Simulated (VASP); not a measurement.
**How uniaxial stress along [111] changes InP (F-43m)**

Wanted: the response of InP to uniaxial stress along [111], as a table, with a fit that predicts a row left out.

Main program and level: VASP 6.6.1; LDA; plane waves and PAW (In_d, P), in the first sound run; inputs show where later runs differ.

Most raw output is cut from this account.

**1. Starting point**

The structure is cubic, space group F-43m (No. 216). Conventional cell: a = 5.869 Å, b = 5.869 Å, c = 5.869 Å, α = 90.00°, β = 90.00°, γ = 90.00°. In has 4 P at 2.54 Å nearest. Nearest to P lie 4 In at 2.54 Å. Farther neighbours are not listed.

**2. Relax the crystal, LDA**

The series starts from the cell that this level prefers, so that zero strain is near zero stress.

This step took 2 runs in a row; the last is shown.

Level: LDA; plane waves and PAW (In_d, P).

File INCAR:

```
SYSTEM = InP
PREC = Accurate
ENCUT = 450
EDIFF = 1E-07
NELM = 120
ISMEAR = 0
SIGMA = 0.02
LREAL = .FALSE.
ALGO = Normal
GGA = CA
NBANDS = 15
LORBIT = 11
LWAVE = .FALSE.
LCHARG = .FALSE.
KPAR = 8
IBRION = 2
NSW = 40
ISIF = 3
EDIFFG = -0.005
POTIM = 0.4
```

File POSCAR:

```
InP
1.0
    0.0000000000      2.9143010113      2.9143010113
    2.9143010113      0.0000000000      2.9143010113
    2.9143010113      2.9143010113      0.0000000000
In P
1 1
Direct
    0.0000000000      0.0000000000      0.0000000000
    0.2500000000      0.2500000000      0.2500000000
```

File KPOINTS:

```
Automatic mesh
0
Gamma
9 9 9
0 0 0
```

The projector-augmented-wave data sets are In_d and P (LDA family, release 64).

Run with:

```sh
mpirun -np 8 vasp_std
```

Run time: 3.4 s. Hardware: 8 MPI ranks of Intel Xeon 6975P-C (Granite Rapids), shared host; peak memory 1.2 GiB.

Read from the output:

- energy(sigma→0) of the program: -9.6737 eV
- stress, compression positive: -0.01 along [111], -0.01 across it (mean), GPa
- volume: 49.503 Å³
- ionic steps: 1

**3. Strain across the axis, LDA**

One member in full: the axis is strained by 1 %, and the two directions across it are strained alike until their mean stress is under 0.012 GPa or five steps are spent.

This step took 4 runs, each at a new trial strain with the atoms of the one before; the last is shown.

Level: LDA; plane waves and PAW (In_d, P); cell typed or built by script.

Edit INCAR of step 2 so:

```diff
@@ -14,7 +14,7 @@
 LCHARG = .FALSE.
-KPAR = 8
-IBRION = 2
-NSW = 40
-ISIF = 3
-EDIFFG = -0.005
-POTIM = 0.4
+KPAR = 2
+IBRION = 1
+NSW = 25
+ISIF = 2
+EDIFFG = -0.004
+POTIM = 0.3
```

File POSCAR:

```
InP
1.0
    0.0239927920      2.9314476250      2.9314476250
    2.9314476250      0.0239927920      2.9314476250
    2.9314476250      2.9314476250      0.0239927920
In P
1 1
Direct
    0.0006781972      0.0006781972      0.0006781972
    0.2493218028      0.2493218028      0.2493218028
```

KPOINTS is that of step 2.

Run with:

```sh
mpirun -np 2 vasp_std
```

Elapsed: 12 s, on 2 MPI ranks; peak memory 0.33 GiB.

This run gave:

| Item | Value |
| --- | --- |
| energy(sigma→0) of the program | -9.6720 eV |
| stress, compression positive | -1.14 along [111], 0.00 across it (mean), GPa |
| ionic steps | 1 |

**4. Band edges, TB-mBJ with spin-orbit coupling**

Short lines in KPOINTS_OPT sample the zone centre along and across the axis, for masses, and the other valleys.

Level: TB-mBJ, spin-orbit coupling; plane waves and PAW (In_d, P); cell typed or built by script.

TB-mBJ has no energy functional, so the total energy, stress and pressure in this output mean nothing.

File INCAR:

```
SYSTEM = InP
PREC = Accurate
ENCUT = 450
EDIFF = 1E-06
NELM = 150
ISMEAR = 0
SIGMA = 0.02
LREAL = .FALSE.
ALGO = Normal
METAGGA = MBJ
LASPH = .TRUE.
LNONCOLLINEAR = .TRUE.
MAGMOM = 0 0 0 0 0 0
NBANDS = 28
GGA_COMPAT = .FALSE.
LSORBIT = .TRUE.
LWAVE = .FALSE.
LCHARG = .FALSE.
KPAR = 2
```

POSCAR is that of step 3.

File KPOINTS:

```
Automatic mesh
0
Gamma
7 7 7
0 0 0
```

File KPOINTS_OPT:

```
Line mode
6
Line-mode
Reciprocal
  0.00000000   0.00000000   0.00000000
  0.02704676   0.02704676   0.02704676

  0.00000000   0.00000000   0.00000000
 -0.01636018   0.01636018   0.00000000

  0.31000000   0.31000000   0.00000000
  0.50000000   0.50000000   0.00000000

  0.00000000   0.31000000   0.31000000
  0.00000000   0.50000000   0.50000000

  0.45000000   0.45000000   0.45000000
  0.50000000   0.50000000   0.50000000

  0.45000000   0.00000000   0.00000000
  0.50000000   0.00000000   0.00000000

  0.42500000   0.42500000   0.00000000
  0.42519093   0.44832772   0.02332772

  0.50000000   0.50000000   0.50000000
  0.48363982   0.51636018   0.50000000
```

Run with:

```sh
mpirun -np 2 vasp_ncl
```

Wall time 4.6 min (2 MPI ranks); peak memory 0.92 GiB; 9.1 min of CPU time.

**5. All members**

LASPH is off in runs at LDA and on in runs at TB-mBJ.

Runs beyond LDA use the data sets made with LDA; this shifts their levels slightly, and their total energies have another zero (at TB-mBJ, which has no energy functional, they mean nothing).

The other members went through these steps as far as the tables show, with the same cutoff and, step by step, the same mesh; 36 runs are not shown. The session took 1.7 core hours (wall time by ranks) on a shared machine.

| strain along the axis (%) | strain across the axis (%) | stress along the axis, tension positive (GPa) | energy above the unstrained row (meV/atom) | gap on the mesh, LDA (eV) |
| --- | --- | --- | --- | --- |
| -2.000 | 0.488 | -2.218 | 3.525 | 0.535 |
| -1.500 | 0.362 | -1.667 | 1.988 | 0.554 |
| -1.000 | 0.240 | -1.108 | 0.898 | 0.571 |
| -0.500 | 0.111 | -0.566 | 0.238 | 0.589 |
| 0 | -0.010 | 0.009 | 0.000 | 0.602 |
| 0.500 | -0.123 | 0.585 | 0.211 | 0.573 |
| 1.000 | -0.235 | 1.144 | 0.857 | 0.541 |
| 1.500 | -0.348 | 1.705 | 1.924 | 0.508 |
| 2.000 | -0.459 | 2.257 | 3.427 | 0.473 |

Slopes at zero strain, from cubics through all rows: strain ratio -0.236, stress over strain 113 GPa.

Band edges at TB-mBJ with spin-orbit coupling, counted from the valence-band top at Γ, spin-orbit pairs averaged, with one row partly withheld:

| strain along the axis (%) | gap (eV) | conduction band at Γ (eV) | Δ or X valley along z (eV) | Δ or X valley along x (eV) | lowest conduction level at L, [111] (eV) | lowest conduction level at L, [-111] (eV) | second valence level below the top (eV) | third valence level below the top (eV) |
| --- | --- | --- | --- | --- | --- | --- | --- | --- |
| -2.000 | 1.672 | 1.672 | 2.292 | 2.292 | 2.035 | 2.326 | 0.147 | 0.214 |
| -1.500 | 1.692 | 1.692 | 2.338 | 2.338 | ? | 2.329 | 0.107 | 0.176 |
| -1.000 | 1.709 | 1.709 | 2.379 | 2.379 | 2.186 | 2.330 | 0.069 | 0.140 |
| -0.500 | 1.723 | 1.723 | 2.414 | 2.414 | 2.260 | 2.330 | 0.031 | 0.108 |
| 0 | 1.727 | 1.727 | 2.437 | 2.437 | 2.324 | 2.323 | 0.000 | 0.087 |
| 0.500 | 1.698 | 1.698 | 2.427 | 2.427 | 2.356 | 2.285 | 0.023 | 0.106 |
| 1.000 | 1.665 | 1.665 | 2.412 | 2.412 | 2.388 | 2.246 | 0.036 | 0.135 |
| 1.500 | 1.630 | 1.630 | 2.392 | 2.392 | 2.420 | 2.207 | 0.043 | 0.171 |
| 2.000 | 1.593 | 1.593 | 2.369 | 2.369 | 2.451 | 2.167 | 0.047 | 0.210 |

Conduction masses, in electron masses:

| strain along the axis (%) | conduction mass at Γ, along the strain axis or the normal of the plane | conduction mass at Γ, across the strain axis or in the plane | L [111] mass, longitudinal | L [111] mass, transverse along [1-10] |
| --- | --- | --- | --- | --- |
| -2.000 | 0.144 | 0.125 | 1.968 | 0.172 |
| -1.500 | 0.140 | 0.126 | 1.972 | 0.173 |
| -1.000 | 0.136 | 0.126 | 2.063 | 0.174 |
| -0.500 | 0.132 | 0.127 | 2.106 | 0.175 |
| 0 | 0.128 | 0.128 | 2.139 | 0.175 |
| 0.500 | 0.124 | 0.129 | 2.192 | 0.176 |
| 1.000 | 0.120 | 0.130 | 2.233 | 0.177 |
| 1.500 | 0.116 | 0.130 | 2.284 | 0.178 |
| 2.000 | 0.112 | 0.130 | 2.294 | 0.178 |

**6. A fit to the known rows**

The quantity to fit is the splitting of the lowest conduction levels at the L points ([111] less [-111]) at TB-mBJ with spin-orbit coupling: -0.292, -0.145, -0.071, 0.001, 0.071, 0.143, 0.213, 0.284 eV in the rows shown.

A least-squares parabola through the 8 rows shown, with d the strain along the axis less the strain across it, in %: E = − 3.41e-4 d² + 0.1162 d − 1.98e-4 (eV), r.m.s. residual 4.0e-4 eV.

For the withheld row, d = -1.862, the fit gives -0.2177 eV.

**7. Prediction against calculation**

The calculation gives -0.2179 eV, so the prediction is 0.0002 eV too high.

The splitting is Ξu times 8/9 of d, with d as a fraction, so the linear term gives Ξu = 13.1 eV.

**8. Summary of results**

```
Poisson ratio                                                       : 0.236
Young's modulus along the axis                                      : 113 GPa
gap of the unstrained cell, TB-mBJ with spin-orbit coupling         : 1.73 eV
shear deformation potential Ξu of the lowest conduction levels at L : 13.1 eV
error of the predicted row                                          : 0.2 meV
```

What this shows: As a check, the curvature of the energy gives 112 GPa for the same modulus (energy per volume = E/2 × strain²), 1 % from the slope of the stress. At TB-mBJ with spin-orbit coupling the lowest conduction valley is Γ throughout, and the gap runs between 1.59 and 1.73 eV. Hole masses are left out throughout, since the top bands are degenerate or cross in many series; of conduction masses, those of the Γ, L and (for Si and Ge under (001) strain) Δ valleys are kept where they change by under an eighth between rows. TB-mBJ is a potential fitted for gaps; it has no energy functional, so its total energies and forces mean nothing, and its bands tend to come out too narrow. Δ or X levels are the lowest on their line, refined by a parabola unless they lie at X; the gap is read from all points sampled and can differ from the lowest valley by some meV, or by tens of meV where strain moves the valence top off Γ. Temperature, zero-point motion and excitons are left out.

[Lines on the potential files, build, host, timing and source positions are cut from VASP's logs without a mark.]

[Logs are printed without paths, hosts, clocks, repeated set-up lines and the standing remarks that a program may print on its own settings, such as how far it seeks lower states.]

[Hosts, paths, dates, database ids (printed as entryN), source tags and the programs' standing remarks are cut or masked in the printed files.]

[In band tables of VASP the shares of atoms and orbitals are scaled to a sum of 1 inside the atoms' spheres.]
